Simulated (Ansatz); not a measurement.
Si:

```
Si
1.0
     4.12095    0.00000    0.00000
    -2.06047    3.56885    0.00000
     0.00000    0.00000    2.65479
Si
2
Direct
  0.33333 0.66667 0.50000
  0.66667 0.33333 0.50000
```

The cell was built by a generator and needn't be a form met in nature.

| Property | Result |
| --- | --- |
| Program | Ansatz 0.2.0 |
| Task | single point |
| Functional | PBE |
| Potentials or basis | all-electron LAPW, scalar-relativistic |
| Cutoff | 212 eV (chosen from the basis error) |
| Basis error allowed | 0.001 eV/atom |
| k mesh | 8 × 8 × 10 |
| Occupations | fermi-dirac, width 0.05 eV |
| Spin | no spin polarisation |

On this cell: pressure 0.0 GPa; largest force under 0.003 eV/Å; band gap on the k mesh none (metal or under the smearing width).

The same run follows on a disturbed copy (atoms moved at random, drawn with an rms of 0.05 Å):

```
CELL_PARAMETERS angstrom
4.12095 0.00000 0.00000
-2.06047 3.56885 0.00000
0.00000 0.00000 2.65479
ATOMIC_POSITIONS crystal
Si 0.32001 0.65126 0.49093
Si 0.67296 0.33918 0.50443
```

What does the disturbed cell give?

The energy (extrapolated to zero smearing) moves by +19.3 meV/atom; pressure 0.4 GPa; largest force 0.905 eV/Å; band gap on the k mesh none (metal or under the smearing width).

Forces on the atoms (eV/Å):
```
Si   0.459  0.780  0.013
Si  -0.459 -0.780 -0.013
```

Stress tensor (GPa, compression positive):
```
 4.52  2.01 -0.07
 2.01 -2.65 -0.11
-0.07 -0.11 -0.81
```
